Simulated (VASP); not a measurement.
An input for VASP 6.6.1 (GaAs):

The input INCAR:

```
SYSTEM = GaAs
PREC = Normal ; ENCUT = 630
EDIFF = 1E-7 ; ISMEAR = -5
SIGMA = 0.05 ; LREAL = .FALSE.
LASPH = .TRUE. ; NELM = 100
ALGO = Fast ; ISIF = 3
LWAVE = .FALSE. ; LCHARG = .FALSE.
GGA = CX ; LUSE_VDW = .TRUE.
AGGAC = 0.0 ; IBRION = 2
NSW = 40 ; EDIFFG = -0.01
PSTRESS = 500
```

The input GaAs.cif:

```cif
data_GaAs
_cell_length_a 5.65370000
_cell_length_b 5.65370000
_cell_length_c 5.65370000
_cell_angle_alpha 90.00000000
_cell_angle_beta 90.00000000
_cell_angle_gamma 90.00000000
_space_group_name_H-M_alt 'F-43m'
_space_group_name_Hall 'F -4 2 3'
_space_group_IT_number 216
loop_
_space_group_symop_operation_xyz
'x,y,z'
'y,-x,-z'
'-x,-y,z'
'-y,x,-z'
'x,-y,-z'
'y,x,z'
'-x,y,-z'
'-y,-x,z'
'z,x,y'
'-z,y,-x'
'z,-x,-y'
'-z,-y,x'
'-z,x,-y'
'z,y,x'
'-z,-x,y'
'z,-y,-x'
'y,z,x'
'-x,-z,y'
'-y,z,-x'
'x,-z,-y'
'-y,-z,x'
'x,z,y'
'y,-z,-x'
'-x,z,-y'
'x,y+1/2,z+1/2'
'y,-x+1/2,-z+1/2'
'-x,-y+1/2,z+1/2'
'-y,x+1/2,-z+1/2'
'x,-y+1/2,-z+1/2'
'y,x+1/2,z+1/2'
'-x,y+1/2,-z+1/2'
'-y,-x+1/2,z+1/2'
'z,x+1/2,y+1/2'
'-z,y+1/2,-x+1/2'
'z,-x+1/2,-y+1/2'
'-z,-y+1/2,x+1/2'
'-z,x+1/2,-y+1/2'
'z,y+1/2,x+1/2'
'-z,-x+1/2,y+1/2'
'z,-y+1/2,-x+1/2'
'y,z+1/2,x+1/2'
'-x,-z+1/2,y+1/2'
'-y,z+1/2,-x+1/2'
'x,-z+1/2,-y+1/2'
'-y,-z+1/2,x+1/2'
'x,z+1/2,y+1/2'
'y,-z+1/2,-x+1/2'
'-x,z+1/2,-y+1/2'
'x+1/2,y,z+1/2'
'y+1/2,-x,-z+1/2'
'-x+1/2,-y,z+1/2'
'-y+1/2,x,-z+1/2'
'x+1/2,-y,-z+1/2'
'y+1/2,x,z+1/2'
'-x+1/2,y,-z+1/2'
'-y+1/2,-x,z+1/2'
'z+1/2,x,y+1/2'
'-z+1/2,y,-x+1/2'
'z+1/2,-x,-y+1/2'
'-z+1/2,-y,x+1/2'
'-z+1/2,x,-y+1/2'
'z+1/2,y,x+1/2'
'-z+1/2,-x,y+1/2'
'z+1/2,-y,-x+1/2'
'y+1/2,z,x+1/2'
'-x+1/2,-z,y+1/2'
'-y+1/2,z,-x+1/2'
'x+1/2,-z,-y+1/2'
'-y+1/2,-z,x+1/2'
'x+1/2,z,y+1/2'
'y+1/2,-z,-x+1/2'
'-x+1/2,z,-y+1/2'
'x+1/2,y+1/2,z'
'y+1/2,-x+1/2,-z'
'-x+1/2,-y+1/2,z'
'-y+1/2,x+1/2,-z'
'x+1/2,-y+1/2,-z'
'y+1/2,x+1/2,z'
'-x+1/2,y+1/2,-z'
'-y+1/2,-x+1/2,z'
'z+1/2,x+1/2,y'
'-z+1/2,y+1/2,-x'
'z+1/2,-x+1/2,-y'
'-z+1/2,-y+1/2,x'
'-z+1/2,x+1/2,-y'
'z+1/2,y+1/2,x'
'-z+1/2,-x+1/2,y'
'z+1/2,-y+1/2,-x'
'y+1/2,z+1/2,x'
'-x+1/2,-z+1/2,y'
'-y+1/2,z+1/2,-x'
'x+1/2,-z+1/2,-y'
'-y+1/2,-z+1/2,x'
'x+1/2,z+1/2,y'
'y+1/2,-z+1/2,-x'
'-x+1/2,z+1/2,-y'
loop_
_atom_site_label
_atom_site_type_symbol
_atom_site_symmetry_multiplicity
_atom_site_Wyckoff_symbol
_atom_site_fract_x
_atom_site_fract_y
_atom_site_fract_z
_atom_site_occupancy
As1 As 4 c 0.2500000000 0.2500000000 0.2500000000 1
Ga1 Ga 4 a 0.0000000000 0.0000000000 0.0000000000 1
```

Contents of KPOINTS:

```
Automatic mesh
0
G
  1 1 1
  0 0 0
```

File POSCAR:

```
As Ga
 1.0000000000000000
     5.6536999999999997    0.0000000000000000    0.0000000000000000
     0.0000000000000000    5.6536999999999997    0.0000000000000000
     0.0000000000000000    0.0000000000000000    5.6536999999999997
 As  Ga 
   4   4
Cartesian
  1.4134249999999997  1.4134249999999997  1.4134249999999997
  1.4134249999999997  4.2402749999999996  4.2402749999999996
  4.2402749999999996  4.2402749999999996  1.4134249999999997
  4.2402749999999996  1.4134249999999997  4.2402749999999996
  0.0000000000000000  0.0000000000000000  0.0000000000000000
  0.0000000000000000  2.8268499999999999  2.8268499999999999
  2.8268499999999999  0.0000000000000000  2.8268499999999999
  2.8268499999999999  2.8268499999999999  0.0000000000000000
```

Potentials or basis: VASP PAW PBE potentials, release 64 (As_GW, Ga_d_GW).

Run with:

```bash
$ ase convert -i cif -o vasp GaAs.cif POSCAR
$ cat potpaw_PBE.64/As_GW/POTCAR potpaw_PBE.64/Ga_d_GW/POTCAR > POTCAR
$ mpirun -np 1 vasp_std > vasp.out
```

Question: What does the program do with it?

Answer: The run stopped without a result. It printed:

OUTCAR:

```text
SYSTEM = GaAs
   PREC = Normal
   ENCUT = 630
   EDIFF = 1E-7
   ISMEAR = -5
   LREAL = .FALSE.
   LASPH = .TRUE.
   NELM = 100
   ISIF = 3
   GGA = CX
[... 122 lines left out ...]
|     EEEEEEE  RRRRRR   RRRRRR   OOOOOOO  RRRRRR      ###     ###     ###     |
|     E        R     R  R     R  O     O  R     R     ###     ###     ###     |
|     E        R     R  R     R  O     O  R     R     ###     ###     ###     |
|     EEEEE    RRRRRR   RRRRRR   O     O  RRRRRR       #       #       #      |
|     E        R   R    R   R    O     O  R   R                               |
|     E        R    R   R    R   O     O  R    R      ###     ###     ###     |
|     EEEEEEE  R     R  R     R  OOOOOOO  R     R     ###     ###     ###     |
|                                                                             |
|     IBZKPT: tetrahedron method fails for NKPT<4. NKPT = 1                   |
|                                                                             |
|       ---->  I REFUSE TO CONTINUE WITH THIS SICK JOB ... BYE!!! <----       |
|                                                                             |
 -----------------------------------------------------------------------------
```

On the terminal:

```text
POSCAR found type information on POSCAR AsGa
 POSCAR found :  2 types and       8 ions
[... 39 lines left out ...]

1
```
